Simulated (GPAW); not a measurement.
Runs of GPAW 26.7.0 on BaTiO3. Symmetry: P4mm, No. 99, tetragonal system. The conventional cell has a = 4.000 Å, b = 4.000 Å, c = 4.018 Å, α = 90.00°, β = 90.00°, γ = 90.00°. Around Ba (site symmetry 4mm) lie 12 O at 2.79 to 2.88 Å. Around Ti (site symmetry 4mm) lie 6 O at 1.89 to 2.13 Å. O (site symmetry 2mm) has 2 Ti at 2.00 Å as nearest neighbours. Around O (site symmetry 4mm) lie 2 Ti at 1.89 to 2.13 Å. 

| task | level | potentials or basis | spin | cell | k mesh | band path | band points | spin axis theta (degrees) | spin axis phi (degrees) | soc after scf | gap on the mesh (eV) | pressure (GPa) | largest force (eV/Å) |
| --- | --- | --- | --- | --- | --- | --- | --- | --- | --- | --- | --- | --- | --- |
| single point | TB-mBJ | GPAW PAW data sets for LDA (gpaw-data 1.2.1), pw | off | as given | 6 × 6 × 6 | - | - | - | - | - | 2.55 | - | - |
| band structure | PBEint | PAW data sets generated in the run's folder for this functional, pw | SOC, no magnetisation | as given | 4 × 4 × 4 | GXMGZRAZ,XR,MA | 100 | 90 | 45 | second variation | 1.77 | -0.2 | 0.29 |
| band structure | optPBE-vdW | GPAW PAW data sets (gpaw-data 1.2.1), pw | SOC, no magnetisation | as given | 4 × 4 × 4 | GXMGZRAZ,XR,MA | 80 | 0 | 0 | second variation | (b) | - | (c) |
| single point | PBEsol | PAW data sets generated in the run's folder for this functional, pw | off | as given | 7 × 7 × 7 | - | - | - | - | - | 1.86 | -2.4 | 0.28 |
| relaxation of cell and atoms | PBEsol+D3 | PAW data sets generated in the run's folder for this functional, pw | off | relaxed | 5 × 5 × 5 | - | - | - | - | - | (a) | 0.1 | 0.02 |

Alike in all rows: cutoff (eV) 800; smearing fermi-dirac 0.05 eV.

**Question.** Fill in the values left out.

**Answer.** (a) 2.00; (b) 1.82; (c) 0.22.

Caveats: spin-orbit coupling is left out, which moves the levels of the heavy elements (some runs); the PAW data sets were made with another functional, which shifts forces and pressure a little (some runs); spin-orbit coupling was added after a scalar SCF, so levels and gaps hold it while energy, forces, pressure and moments don't (some runs); this program's spin-orbit splittings come out too wide for heavy elements (some runs); an odd mesh through Γ misses points on the zone boundary, where band edges often lie (some runs); a model potential gives levels but no total energy (some runs); later steps reuse the first step's grids (some runs).

A k mesh can miss the band edges, and rows without SOC leave out spin-orbit coupling on Ba.

Runs at the PBE level aren't shown here.
